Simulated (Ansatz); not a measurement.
## Ge: pressure against volume

Ge, I4_1/amd, a = 5.147 Å, c = 2.818 Å. This isn't the element's structure at ambient conditions. Ansatz: r2SCAN, PAW, 500 eV, Γ-centred 16×16×16 mesh on 2 atoms, Gaussian smearing 0.10 eV; no spin polarisation. Shape and atoms are relaxed at each volume; pressure is positive in compression.

```
V (Å³/atom) P (GPa)
     16.425    13.27
     16.985        ?
     17.544     5.53
     18.104     2.55
     18.664     0.01
     19.224    -2.14
     19.784    -3.94
     20.531    -5.88
```

Task: Take V0 = 18.664 Å³/atom, count pressures from its P0 = 0.01 GPa, fit the third-order Birch–Murnaghan form to the other rows, and predict the missing pressure.

Result: With the Eulerian strain f = ½[(V0/V)^(2/3) − 1] and y = (P − P0)/[3f(1 + 2f)^(5/2)], the form is the line y = B0 + 1.5 B0 (B0′ − 4) f. Rows (f, y): 0.04446, 80.3; 0.02106, 78.8; 0.01026, 78.4; -0.00976, 77.1; -0.01905, 76.2; -0.03079, 74.7. Means f = 0.002697, y = 77.583; Σ(Δf)² = 0.003888, ΣΔfΔy = 0.2746; the slope is their ratio. y = 77.39 + 70.64 f GPa, so B0 = 77.4 GPa and B0′ = 4 + 2 × (70.64)/(3 × 77.39) = 4.61. At V = 16.985, f = 0.03243, y = 79.68 and P = 9.08 GPa. The run gave 9.06 GPa, so the fit is 0.02 GPa too high, within the rms miss on the fitted rows (0.02 GPa).